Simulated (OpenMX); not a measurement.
**I under changes of volume**

One of the cells (43.483 Å³/atom); the others are scaled copies at fixed shape and fractional positions:

```
CELL_PARAMETERS angstrom
3.65911 -2.41088 0.00000
3.65911 2.41088 0.00000
0.00000 0.00000 9.85830
ATOMIC_POSITIONS crystal
I 0.64930 0.35070 0.38440
I 0.14930 0.85070 0.11560
I 0.35070 0.64930 0.61560
I 0.85070 0.14930 0.88440
```

| Property | Result |
| --- | --- |
| Program | OpenMX 3.8.5 |
| Functional | PBE |
| Potentials or basis | OpenMX 2013 PBE set, I7.0-s3p2d2f1, fixed grid of 42 × 42 × 100 points |
| k mesh | 7 × 7 × 3 |
| Occupations | fermi-dirac, width 0.05 eV |
| Spin | no spin polarisation |

```tsv
volume (Å³/atom)	energy over the lowest point (meV/atom)	gap on the mesh (eV)	largest force (eV/Å)
40.073	63.31	1.38	1.617
40.926	?	?	?
41.778	29.24	1.30	1.186
43.483	9.07	1.21	0.815
44.336	3.30	1.17	0.651
45.189	0.00	1.13	0.501
```

Q: What does the run at 40.926 Å³/atom give?

A: Energy over the lowest point 44.31 meV/atom; gap on the mesh 1.35 eV; largest force 1.392 eV/Å.

Worked out: A Birch-Murnaghan fit of order 3 (a polynomial in V^(-2/3)) to the other rows has its minimum at 46.07 Å³/atom, just outside them, with B0 = V·E''(V) = 20 GPa and B' = 5.0 at fixed shape and positions, which overstates the stiffness. It gives 44.32 meV/atom at 40.926 Å³/atom, against the run's 44.31. A straight line through the other rows of the gap, of slope -2.1 eV per unit of ln V, gives 1.34 eV, against the run's 1.35.

Energies are extrapolated to zero smearing.

Caveats: spin-orbit coupling is left out, which moves the levels of the heavy elements; an odd mesh through Γ misses points on the zone boundary, where band edges often lie; the basis of atomic orbitals isn't converged, which shifts pressures, moduli and gaps; forces of over 1 eV/Å show positions far from the minimum, so gaps and moduli don't describe the material at rest (some runs).
